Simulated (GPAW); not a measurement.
The system is CdS (Greenockite).

```
CELL_PARAMETERS angstrom
4.15000 0.00000 0.00000
-2.07500 3.59401 0.00000
0.00000 0.00000 6.73700
ATOMIC_POSITIONS crystal
Cd 0.66667 0.33333 0.50000
Cd 0.33333 0.66667 0.00000
S 0.66667 0.33333 0.87500
S 0.33333 0.66667 0.37500
```

```yaml
Program: GPAW 26.7.0
Task: relaxation of cell and atoms
Functional: PBEsol
Dispersion: D3(BJ)
Potentials_or_basis: PAW data sets generated in the run's folder for this functional
Cutoff: 600 eV
Basis: pw
k_mesh: 6 × 6 × 3
Occupations: fermi-dirac, width 0.05 eV
Spin: no spin polarisation
```

At the start: pressure -2.9 GPa; volume 25.12 Å³/atom.

Q: How do energy, volume and symmetry change on relaxing?

A: Over 6 steps the energy falls by 11.2 meV/atom and the volume is 23.94 Å³/atom (-4.7 %); space group P6_3mc (No. 186, to 0.05 Å).

The path:
| step | energy change (eV) | largest force (eV/Å) | pressure (GPa) | volume (Å³) |
| --- | --- | --- | --- | --- |
| 1 | 0.0000 | 0.0638 | -2.90 | 100.48 |
| 2 | -0.0086 | 0.0535 | -2.64 | 99.99 |
| 3 | -0.0441 | 0.0515 | 0.15 | 95.51 |
| 4 | -0.0446 | 0.0350 | -0.07 | 95.82 |
| 5 | -0.0447 | 0.0254 | -0.08 | 95.83 |
| 6 | -0.0448 | 0.0016 | -0.03 | 95.76 |

Final structure:
```
Cd S
1.0
     4.08097    0.00000    0.00000
    -2.04048    3.53422    0.00000
     0.00000    0.00000    6.63915
Cd S
2 2
Direct
  0.66667 0.33333 0.49924
  0.33333 0.66667 0.99924
  0.66667 0.33333 0.87575
  0.33333 0.66667 0.37575
```

Caveat: later steps reuse the first step's grids.
